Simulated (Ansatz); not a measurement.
# Effect of 6 layers on LiI

Base system: LiI in the rock salt structure (space group Fm-3m, No. 225; a = 5.9033 Å). Axes: x, y, z lie along the cube axes.

Perturbation: a free-standing slab of 6 layers (12 atoms, 2 a layer) is cut normal to the z axis, with 15 Å of vacuum and the in-plane cell held at bulk.

The values are results of PBEsol (Ansatz, a quantum-chemistry and plane-wave program), no spin-orbit coupling, not measurements. Settings: 8×8×1 k-points, 0.05 eV Fermi–Dirac smearing, for the changed cell.

The layer's space group (with vacuum) amounts to P4/nmm (No. 129) and the shortest interatomic distance drops by 0.166 Å (2.952 Å → 2.786 Å). The band gap decreases by 0.06 eV, from 4.31 eV to 4.25 eV and the gap character comes out as indirect, k = (0, 1/4, 0) in the run's primitive reciprocal basis → Γ. The smallest direct gap shrinks by 0.07 eV to 4.28 eV and the excess energy per area of both faces (slab less bulk energy over the cell's area: twice a surface energy) amounts to 0.24 J/m². The change of the spacing d23 from its bulk value of 2.952 Å amounts to +2.6 %.

The excess energy carries the mismatch between the slab's and the bulk's meshes. Spin-orbit coupling, missing from the scalar runs, can matter with I. Whether these cells are dynamically stable was not tested. Labels are those of the standard path for the cell's own space group.
